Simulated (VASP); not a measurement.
Input of a VASP 6.6.1 run:

File INCAR:

```
  PREC = Accurate
  ENCUT = 520
  EDIFF = 1E-6
  ISMEAR = 0
  SIGMA = 0.15
  LREAL = False
  LASPH = True
  NELM = 60
  ALGO = Normal
  ISIF = 2
  LWAVE = False
  LCHARG = False
  GGA = PE
  NBANDS = 12
```

KPOINTS

```
regular mesh
0
Gamma
  20 20 20
```

Contents of POSCAR:

```
Nb
1.0
    0.0000000000      2.1150000000      2.1150000000
    2.1150000000      0.0000000000      2.1150000000
    2.1150000000      2.1150000000      0.0000000000
Nb
1
Direct
    0.0000000000      0.0000000000      0.0000000000
```

Potentials or basis: VASP PAW PBE potentials, release 64 (Nb_sv).

Command:

```console
$ cat potpaw_PBE.64/Nb_sv/POTCAR > POTCAR
$ mpirun -np 1 vasp_std > vasp.out
```

**Question.** Estimate the pressure.

**Answer.** -1.7 GPa.

**Question.** What does it give for the band gap on the k mesh?

**Answer.** None (metal or under the smearing width).
